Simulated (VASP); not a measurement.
# InAs (F-43m) in VASP: settings compared

One crystal, InAs, is run at these levels: HSE06, PBEsol; tasks: band structure.

Program: VASP 6.6.1. These are calculated values, not measurements. Logs are shortened: lines on timing, memory, paths and dates and some standing lists are left out, and cuts for length are marked.

**Experimental background.**

From a printed reference work, data compilation, for a bulk crystal of InAs at 4.2 K: band gap 0.418 eV (direct).

How close the calculation comes is told below.

## Step 1: The crystal as given

It takes space group F-43m (No. 216, cubic). Conventional cell: a = 6.091 Å, b = 6.091 Å, c = 6.091 Å, α = 90.00°, β = 90.00°, γ = 90.00°. In (site symmetry -43m) has 4 As at 2.64 Å as nearest neighbours. As (site symmetry -43m) has 4 In at 2.64 Å as nearest neighbours.

## Step 2: Band structure, HSE06, spin-orbit coupling, no magnetisation

POSCAR

```
InAs                                    
1.0
    0.0000000000      3.0454540621      3.0454540621
    3.0454540621      0.0000000000      3.0454540621
    3.0454540621      3.0454540621      0.0000000000
  In              As            
     1     1
Direct
     0.0000000000000000    0.0000000000000000    0.0000000000000000
     0.2500000000000000    0.2500000000000000    0.2500000000000000
```

INCAR.step1

```
SYSTEM = InAs
PREC = Accurate
ENCUT = 520
EDIFF = 1E-5
ISMEAR = 0
SIGMA = 0.03
LREAL = .False.
LASPH = .True.
NELM = 80
ALGO = Normal
ISIF = 2
LWAVE = .True.
LCHARG = .False.
MAGMOM = 0 0 0 0 0 0
LORBIT = 11
LSORBIT = .True.
GGA_COMPAT = .False.
NBANDS = 32
KPAR = 2
GGA = PE
```

INCAR.step2

```
SYSTEM = InAs
PREC = Accurate
ENCUT = 520
EDIFF = 1E-7
ISMEAR = 0
SIGMA = 0.03
LREAL = .False.
LASPH = .True.
NELM = 80
ALGO = Normal
ISIF = 2
LWAVE = .False.
LCHARG = .False.
MAGMOM = 0 0 0 0 0 0
LORBIT = 11
LSORBIT = .True.
GGA_COMPAT = .False.
GGA = PE
LHFCALC = .True.
HFSCREEN = 0.2
PRECFOCK = Fast
NBANDS = 32
KPAR = 2
ISTART = 1
```

KPOINTS

```
Automatic mesh
0
Gamma
  4 4 4
  0 0 0
```

KPOINTS_OPT

```
explicit points
9
Reciprocal
 0.0000000000  0.0000000000  0.0000000000 1
 0.3750000000  0.3750000000  0.7500000000 1
 0.5000000000  0.5000000000  0.5000000000 1
 0.6250000000  0.2500000000  0.6250000000 1
 0.5000000000  0.2500000000  0.7500000000 1
 0.5000000000  0.0000000000  0.5000000000 1
 0.4000000000  0.0000000000  0.4000000000 1
 0.4250000000  0.0000000000  0.4250000000 1
 0.4500000000  0.0000000000  0.4500000000 1
```

Potentials or basis: VASP PAW PBE potentials, release 64 (In_d, As).

Run with:

```
$ cat potpaw_PBE.64/In_d/POTCAR potpaw_PBE.64/As/POTCAR > POTCAR
$ cp INCAR.step1 INCAR
$ mpirun -np 2 vasp_ncl > vasp.out
$ cp INCAR.step2 INCAR
$ mpirun -np 2 vasp_ncl > vasp.out
```

OUTCAR:

```text
SYSTEM = InAs
   PREC = Accurate
   ENCUT = 520
   EDIFF = 1E-7
   ISMEAR = 0
   LREAL = .False.
   LASPH = .True.
   NELM = 80
   ISIF = 2
   LORBIT = 11
   LSORBIT = .True.
   GGA = PE
   LHFCALC = .True.
   HFSCREEN = 0.2
   PRECFOCK = Fast
   ISTART = 1

 ion  position               nearest neighbor table
   1  0.000  0.000  0.000-   2 2.64   2 2.64   2 2.64   2 2.64
   2  0.250  0.250  0.250-   1 2.64   1 2.64   1 2.64   1 2.64

  LATTYP: Found a face centered cubic cell.
 ALAT       =     6.0909081242

  Lattice vectors:

 A1 = (   0.0000000000,   3.0454540621,   3.0454540621)
 A2 = (   3.0454540621,   0.0000000000,   3.0454540621)
 A3 = (   3.0454540621,   3.0454540621,   0.0000000000)

Analysis of symmetry for initial positions (statically):
=====================================================================
 Subroutine PRICEL returns:
 Original cell was already a primitive cell.

 Routine SETGRP: Setting up the symmetry group for a
 face centered cubic supercell.

 Subroutine GETGRP returns: Found 24 space group operations
 (whereof 24 operations were pure point group operations)
 out of a pool of 48 trial point group operations.

The static configuration has the point symmetry T_d .

Analysis of symmetry for dynamics (positions and initial velocities):
=====================================================================
 Subroutine PRICEL returns:
 Original cell was already a primitive cell.

 Routine SETGRP: Setting up the symmetry group for a
 face centered cubic supercell.

 Subroutine GETGRP returns: Found 24 space group operations
 (whereof 24 operations were pure point group operations)
 out of a pool of 48 trial point group operations.

The dynamic configuration has the point symmetry T_d .

Analysis of structural, dynamic, and magnetic symmetry:
=====================================================================
 Subroutine PRICEL returns:
 Original cell was already a primitive cell.

 Routine SETGRP: Setting up the symmetry group for a
 face centered cubic supercell.

 Subroutine GETGRP returns: Found 24 space group operations
 (whereof 24 operations were pure point group operations)
 out of a pool of 48 trial point group operations.

The overall configuration has the point symmetry T_d .

 Subroutine INISYM returns: Found 24 space group operations
 (whereof 24 operations are pure point group operations),
 and found     1 'primitive' translations

----------------------------------------------------------------------------------------

                                     Primitive cell

  volume of cell :      56.4919

  direct lattice vectors                    reciprocal lattice vectors
     0.000000000  3.045454062  3.045454062    -0.164179131  0.164179131  0.164179131
     3.045454062  0.000000000  3.045454062     0.164179131 -0.164179131  0.164179131
     3.045454062  3.045454062  0.000000000     0.164179131  0.164179131 -0.164179131

  length of vectors
     4.306922438  4.306922438  4.306922438     0.284366596  0.284366596  0.284366596

  position of ions in fractional coordinates (direct lattice)
     0.000000000  0.000000000  0.000000000
     0.250000000  0.250000000  0.250000000

  ion indices of the primitive-cell ions
   primitive index   ion index
                 1           1
                 2           2

----------------------------------------------------------------------------------------

 KPOINTS: Automatic mesh

Automatic generation of k-mesh.
 Grid dimensions read from file:
[... 73 lines left out ...]
  Thomas-Fermi vector in A             =   2.254788
   LORBIT       =     11    0 simple, 1 ext, 2 COOP (PROOUT), +10 PAW based schemes
   GGA     = PE    functional components
   LHFCALC =     T    Hartree Fock is set to
   PRECFOCK=fast      Normal, Fast or Accurate (Low or Medium for compatibility)
   ENCUT4O =  -1.0   cutoff for four orbital integrals eV
   NKREDX  =     1    reduce k-point grid by
   NKREDY  =     1    reduce k-point grid by
   NKREDZ  =     1    reduce k-point grid by
   AEXX    =    0.2500 exact exchange contribution
   HFSCREEN=    0.2000 screening length (either q_TF or 0.3 A-1)
   HFSCREENC=   0.2000 screening length for correlation (either q_TF or 0.3 A-1)
   ENCUTFOCK=  -1.0 apply spherical cutoff to Coloumb kernel
   IVDW    =     0    specifies the selected vdW correction
   LEPSILON=     F    determine dielectric tensor
   LRPA    =     F    only Hartree local field effects (RPA)
 Gauss-broadening in eV      SIGMA  =   0.03
  energy-cutoff  :      520.00
  volume of cell :       56.49
 maximum number of plane-waves:      3080
  NGX = 18; NGY = 18; NGZ = 18

 number of electron      17.9999992 magnetization       0.0000000      0.0000000      0.0000000

 number of electron      17.9999992 magnetization       0.0000000     -0.0000000     -0.0000000

 number of electron      17.9999992 magnetization      -0.0000000     -0.0000000     -0.0000000

 Free energy of the ion-electron system (eV)
  ---------------------------------------------------
  ext. energy  EPLUGINS =         0.00000000
  ---------------------------------------------------
  free energy    TOTEN  =        -9.18468317 eV

  energy without entropy =       -9.18468317  energy(sigma->0) =       -9.18468317

 E-fermi :   4.2038     XC(G=0):  -7.4773

 val. band max:        4.0126987297   @ k =   0.0000   0.0000   0.0000
 cond. band min:       4.3594767616   @ k =   0.0000   0.0000   0.0000
 fundamental gap:      0.3467780319
 Fermi energy:         4.2038416258

 k-point     1 :       0.0000    0.0000    0.0000
  band No.  band energies     occupation
      1     -12.7149      1.00000
      2     -12.7149      1.00000
      3     -12.7149      1.00000
      4     -12.7149      1.00000
      5     -11.8825      1.00000
      6     -11.8825      1.00000
[... 319 lines left out ...]
     29      16.4790      0.00000
     30      16.5725      0.00000
 [bands above 30 left out]

------------------------ aborting loop because EDIFF is reached ----------------------------------------

  FORCE on cell =-STRESS in cart. coord.  units (eV):
  Direction    XX          YY          ZZ          XY          YZ          ZX
  --------------------------------------------------------------------------------------
  -------------------------------------------------------------------------------------
  Total        0.1572986      0.1572986      0.1572986      0.0000000      0.0000000     -0.0000000
  in kB        4.4611758      4.4611758      4.4611758      0.0000000      0.0000000     -0.0000000
  external PRESSURE =       4.4611758 kB  Pullay stress =       0.0000000 kB

 VOLUME and BASIS-vectors are now :
 -----------------------------------------------------------------------------
  energy-cutoff  :      520.00
  volume of cell :       56.49
      direct lattice vectors                 reciprocal lattice vectors
     0.000000000  3.045454062  3.045454062    -0.164179131  0.164179131  0.164179131
     3.045454062  0.000000000  3.045454062     0.164179131 -0.164179131  0.164179131
     3.045454062  3.045454062  0.000000000     0.164179131  0.164179131 -0.164179131

 POSITION                                       TOTAL-FORCE (eV/Angst)
 -----------------------------------------------------------------------------------
      0.00000      0.00000      0.00000         0.000000      0.000000      0.000000
      1.52273      1.52273      1.52273        -0.000000     -0.000000     -0.000000
 -----------------------------------------------------------------------------------
    total drift:                                0.000003      0.000001      0.000001

  FREE ENERGIE OF THE ION-ELECTRON SYSTEM (eV)
  ---------------------------------------------------
  free  energy   TOTEN  =        -9.1846831698 eV

  energy  without entropy=       -9.1846831698  energy(sigma->0) =       -9.18468317

 Spin-Orbit-Coupling matrix elements

 Ion:    1  E_soc:     -0.0676936
 l=   1
     0.0000000    -0.0051163    -0.0051163
    -0.0051163     0.0000000    -0.0051163
    -0.0051163    -0.0051163     0.0000000
 l=   2
     0.0000000    -0.0012631     0.0000000    -0.0012631    -0.0049029
    -0.0012631     0.0000000    -0.0036772    -0.0012631    -0.0012257
     0.0000000    -0.0036772     0.0000000    -0.0036772     0.0000000
    -0.0012631    -0.0012631    -0.0036772     0.0000000    -0.0012257
    -0.0049029    -0.0012257     0.0000000    -0.0012257     0.0000000
 l=   3
     0.0000000     0.0000000     0.0000000     0.0000000     0.0000000     0.0000000     0.0000000
     0.0000000     0.0000000     0.0000000     0.0000000     0.0000000     0.0000000     0.0000000
     0.0000000     0.0000000     0.0000000     0.0000000     0.0000000     0.0000000     0.0000000
     0.0000000     0.0000000     0.0000000     0.0000000     0.0000000     0.0000000     0.0000000
     0.0000000     0.0000000     0.0000000     0.0000000     0.0000000     0.0000000     0.0000000
     0.0000000     0.0000000     0.0000000     0.0000000     0.0000000     0.0000000     0.0000000
     0.0000000     0.0000000     0.0000000     0.0000000     0.0000000     0.0000000     0.0000000

 Ion:    2  E_soc:     -0.0238873
 l=   1
     0.0000000    -0.0039790    -0.0039790
    -0.0039790     0.0000000    -0.0039790
    -0.0039790    -0.0039790     0.0000000
 l=   2
     0.0000000    -0.0000019     0.0000000    -0.0000019    -0.0000003
    -0.0000019     0.0000000    -0.0000002    -0.0000019    -0.0000001
     0.0000000    -0.0000002     0.0000000    -0.0000002     0.0000000
    -0.0000019    -0.0000019    -0.0000002     0.0000000    -0.0000001
    -0.0000003    -0.0000001     0.0000000    -0.0000001     0.0000000
 l=   3
     0.0000000     0.0000000     0.0000000     0.0000000     0.0000000     0.0000000     0.0000000
     0.0000000     0.0000000     0.0000000     0.0000000     0.0000000     0.0000000     0.0000000
     0.0000000     0.0000000     0.0000000     0.0000000     0.0000000     0.0000000     0.0000000
     0.0000000     0.0000000     0.0000000     0.0000000     0.0000000     0.0000000     0.0000000
     0.0000000     0.0000000     0.0000000     0.0000000     0.0000000     0.0000000     0.0000000
     0.0000000     0.0000000     0.0000000     0.0000000     0.0000000     0.0000000     0.0000000
     0.0000000     0.0000000     0.0000000     0.0000000     0.0000000     0.0000000     0.0000000

 total charge

# of ion       s       p       d       tot
------------------------------------------
    1        0.843   0.735   9.904  11.482
    2        1.217   1.624   0.021   2.861
--------------------------------------------------
tot          2.059   2.359   9.925  14.343

 magnetization (x)

# of ion       s       p       d       tot
------------------------------------------
    1        0.000   0.000   0.000   0.000
    2        0.000   0.000   0.000   0.000
--------------------------------------------------
tot          0.000   0.000   0.000   0.000

 magnetization (y)

# of ion       s       p       d       tot
------------------------------------------
    1        0.000   0.000   0.000   0.000
    2        0.000  -0.000   0.000  -0.000
--------------------------------------------------
tot          0.000  -0.000   0.000  -0.000

 magnetization (z)

# of ion       s       p       d       tot
------------------------------------------
    1        0.000  -0.000  -0.000  -0.000
    2        0.000  -0.000  -0.000  -0.000
--------------------------------------------------
tot          0.000  -0.000  -0.000  -0.000
```

Wall time 15 min (2 MPI ranks of Intel Xeon 6975P-C (Granite Rapids), shared host); peak memory 0.43 GiB.

What came out:

```
Free energy                                           : -9.1847 eV
Pressure                                              : 0.4 GPa
Valence electrons inside the program's atomic spheres : In 11.48; As 2.86
```

Caveat: the k mesh is coarse (spacing up to 0.45 Å⁻¹), so the values aren't converged, least of all with exact exchange; the PAW data sets were made with another functional, which shifts forces and pressure a little.

## Step 3: Band structure, PBEsol

INCAR

```
SYSTEM = InAs
PREC     = Accurate       ! precision mode
ENCUT    = 520            ! plane-wave cutoff, eV
EDIFF    = 1E-7           ! SCF threshold, eV
ISMEAR   = 0              ! smearing method
SIGMA    = 0.03           ! smearing width, eV
LREAL    = .False.        ! projectors in reciprocal space
LASPH    = .True.         ! aspherical terms in the spheres
NELM     = 80             ! most SCF steps
ALGO     = Fast           ! electronic algorithm
ISIF     = 2              ! what is computed and relaxed
LWAVE    = .False.        ! write WAVECAR
LCHARG   = .False.        ! write CHGCAR
GGA      = PS             ! functional
NBANDS   = 16             ! bands
ICORELEVEL= 1
```

KPOINTS

```
regular mesh
0
Gamma
  10 10 10
  0 0 0
```

POSCAR

```
InAs                                    
1.0
    0.0000000000      3.0454540627      3.0454540627
    3.0454540627      0.0000000000      3.0454540627
    3.0454540627      3.0454540627      0.0000000000
  In              As            
     1     1
Direct
     0.0000000000000000    0.0000000000000000    0.0000000000000000
     0.2500000000000000    0.2500000000000000    0.2500000000000000
```

KPOINTS_OPT

```
explicit points
209
Reciprocal
 0.0000000000  0.0000000000  0.0000000000 1
 0.0263157895  0.0000000000  0.0263157895 1
 0.0526315789  0.0000000000  0.0526315789 1
 0.0789473684  0.0000000000  0.0789473684 1
 0.1052631579  0.0000000000  0.1052631579 1
 0.1315789474  0.0000000000  0.1315789474 1
[... 201 lines left out ...]
 0.4250000000  0.0000000000  0.4250000000 1
 0.4500000000  0.0000000000  0.4500000000 1
```

Potentials or basis: VASP PAW PBE potentials, release 64 (In_d, As).

Run with:

```
$ cat potpaw_PBE.64/In_d/POTCAR potpaw_PBE.64/As/POTCAR > POTCAR
$ mpirun -np 1 vasp_std > vasp.out
```

Wall time 94 s (1 thread of Intel Xeon Platinum 8259CL at 2.50GHz (Skylake/Cascade Lake), shared host); peak memory 0.22 GiB.

It converged, with:

```yaml
Free_energy: -8.4899 eV
Pressure: 0.0 GPa
Band_gap_along_the_path: none (metal or under the smearing width)
```

Levels at the corners of the path, in eV from the Fermi level:
```csv
point,band 5,band 6,band 7,band 8,band 9,band 10,band 11,band 12,band 13,band 14
Γ,-14.18,-11.76,-0.40,-0.01,-0.01,-0.01,3.84,3.84,3.84,7.24
X,-14.16,-9.82,-5.80,-2.28,-2.28,1.47,1.97,8.93,9.06,9.06
X,-14.16,-9.82,-5.80,-2.28,-2.28,1.47,1.97,8.93,9.06,9.06
W,-14.17,-9.77,-5.66,-2.91,-2.82,4.08,4.19,4.86,5.95,9.59
W,-14.17,-9.77,-5.66,-2.91,-2.82,4.08,4.19,4.86,5.95,9.59
K,-14.17,-9.84,-5.67,-3.22,-1.91,2.02,4.15,7.12,7.28,7.58
K,-14.17,-9.84,-5.67,-3.22,-1.91,2.02,4.15,7.12,7.28,7.58
Γ,-14.18,-11.76,-0.40,-0.01,-0.01,-0.01,3.84,3.84,3.84,7.24
Γ,-14.18,-11.76,-0.40,-0.01,-0.01,-0.01,3.84,3.84,3.84,7.24
L,-14.17,-10.34,-5.71,-0.97,-0.97,0.82,4.60,4.60,6.68,8.78
L,-14.17,-10.34,-5.71,-0.97,-0.97,0.82,4.60,4.60,6.68,8.78
U,-14.17,-9.84,-5.67,-3.22,-1.91,2.02,4.15,7.12,7.28,7.58
U,-14.17,-9.84,-5.67,-3.22,-1.91,2.02,4.15,7.12,7.28,7.58
W,-14.17,-9.77,-5.66,-2.91,-2.82,4.08,4.19,4.86,5.95,9.59
W,-14.17,-9.77,-5.66,-2.91,-2.82,4.08,4.19,4.86,5.95,9.59
L,-14.17,-10.34,-5.71,-0.97,-0.97,0.82,4.60,4.60,6.68,8.78
L,-14.17,-10.34,-5.71,-0.97,-0.97,0.82,4.60,4.60,6.68,8.78
K,-14.17,-9.84,-5.67,-3.22,-1.91,2.02,4.15,7.12,7.28,7.58
U,-14.17,-9.84,-5.67,-3.22,-1.91,2.02,4.15,7.12,7.28,7.58
X,-14.16,-9.82,-5.80,-2.28,-2.28,1.47,1.97,8.93,9.06,9.06
```

Core levels (eV, on the scale of the bands):
| atom | levels |
| --- | --- |
| 1 In | 1s -27739.4, 2s -4145.9, 2p -3719.9, 3s -779.8, 3p -640.3, 3d -424.0, 4s -111.0, 4p -69.5 |
| 2 As | 1s -11707.7, 2s -1476.3, 2p -1293.1, 3s -180.2, 3p -123.6, 3d -30.6 |

Caveat: the PAW data sets were made with another functional, which shifts forces and pressure a little; spin-orbit coupling is left out, which moves the levels of the heavy elements; this crystal is a semiconductor, whose small gap the functional closes, so the metal is an error of the method.

## Step 4: Band structure, PBEsol

INCAR

```
  PREC = Accurate
  ENCUT = 520
  EDIFF = 1E-6
  ISMEAR = 0
  SIGMA = 0.03
  LREAL = F
  LASPH = T
  NELM = 80
  ALGO = Normal
  ISIF = 2
  LWAVE = F
  LCHARG = F
  GGA = PS
  NBANDS = 16
  ICORELEVEL = 1
```

KPOINTS

```
regular mesh
0
Gamma
  10 10 10
```

POSCAR is that of step 3.

KPOINTS_OPT is that of step 3.

Run with:

```
$ cat potpaw_PBE.64/In_d/POTCAR potpaw_PBE.64/As/POTCAR > POTCAR
$ mpirun -np 1 vasp_std > vasp.out
```

Run time: 65 s. Hardware: 1 thread of Intel Xeon Platinum 8375C at 2.90GHz (Ice Lake), shared host; peak memory 0.21 GiB.

It converged, with:

- Free energy: -8.4899 eV
- Pressure: 0.0 GPa
- Band gap along the path: none (metal or under the smearing width)

Levels at the corners of the path, in eV from the Fermi level:
```
point  band 7  band 8  band 9  band 10  band 11  band 12
    Γ   -0.40   -0.01   -0.01    -0.01     3.84     3.84
    X   -5.80   -2.28   -2.28     1.47     1.97     8.93
    X   -5.80   -2.28   -2.28     1.47     1.97     8.93
    W   -5.66   -2.91   -2.82     4.08     4.19     4.86
    W   -5.66   -2.91   -2.82     4.08     4.19     4.86
    K   -5.67   -3.22   -1.91     2.02     4.15     7.12
    K   -5.67   -3.22   -1.91     2.02     4.15     7.12
    Γ   -0.40   -0.01   -0.01    -0.01     3.84     3.84
    Γ   -0.40   -0.01   -0.01    -0.01     3.84     3.84
    L   -5.71   -0.97   -0.97     0.82     4.60     4.60
    L   -5.71   -0.97   -0.97     0.82     4.60     4.60
    U   -5.67   -3.22   -1.91     2.02     4.15     7.12
    U   -5.67   -3.22   -1.91     2.02     4.15     7.12
    W   -5.66   -2.91   -2.82     4.08     4.19     4.86
    W   -5.66   -2.91   -2.82     4.08     4.19     4.86
    L   -5.71   -0.97   -0.97     0.82     4.60     4.60
    L   -5.71   -0.97   -0.97     0.82     4.60     4.60
    K   -5.67   -3.22   -1.91     2.02     4.15     7.12
    U   -5.67   -3.22   -1.91     2.02     4.15     7.12
    X   -5.80   -2.28   -2.28     1.47     1.97     8.93
```

Core levels (eV, on the scale of the bands):
| atom | levels |
| --- | --- |
| 1 In | 1s -27739.4, 2s -4145.9, 2p -3719.9, 3s -779.8, 3p -640.3, 3d -424.0, 4s -111.0, 4p -69.5 |
| 2 As | 1s -11707.7, 2s -1476.3, 2p -1293.1, 3s -180.2, 3p -123.6, 3d -30.6 |

Caveat: the PAW data sets were made with another functional, which shifts forces and pressure a little; spin-orbit coupling is left out, which moves the levels of the heavy elements; this crystal is a semiconductor, whose small gap the functional closes, so the metal is an error of the method.

[end of part 1 of 2]
